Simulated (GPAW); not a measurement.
Crystal: La2O3.

```
La O
1.0
     3.93078    0.00000    0.00000
    -1.96539    3.40415    0.00000
     0.00000    0.00000    6.11195
La O
2 3
Cartesian
  0.0000 2.2694 1.5050
  1.9654 1.1347 4.6070
  0.0000 0.0000 0.0000
  0.0000 2.2694 3.9477
  1.9654 1.1347 2.1643
```

The cell is a database's computed one.

Base run:

* Program: GPAW 26.7.0
* Functional: PBE
* Potentials or basis: GPAW PAW data sets (gpaw-data 1.2.1)
* Cutoff: 800 eV
* Basis: pw
* k mesh: 5 × 5 × 3
* Occupations: fermi-dirac, width 0.05 eV
* Spin: no spin polarisation

Its results: band gap on the k mesh 4.03 eV, indirect (least direct gap 4.18 eV); pressure 2.2 GPa; largest force 0.041 eV/Å.

Q: The run is repeated on the same cell with these changes: functional from PBE to LDA; potentials or basis from GPAW PAW data sets (gpaw-data 1.2.1) to the program's PAW data sets (release 1.2.1) made for this functional. What comes out?

A: Band gap on the k mesh 3.93 eV, indirect (least direct gap 4.05 eV); pressure -6.0 GPa; largest force 0.142 eV/Å.

Caveats: one-centre terms of the f shell are cut off; spin-orbit coupling is left out, which moves the levels of the heavy elements; the mesh misses the band edges, which the band path finds closer together.
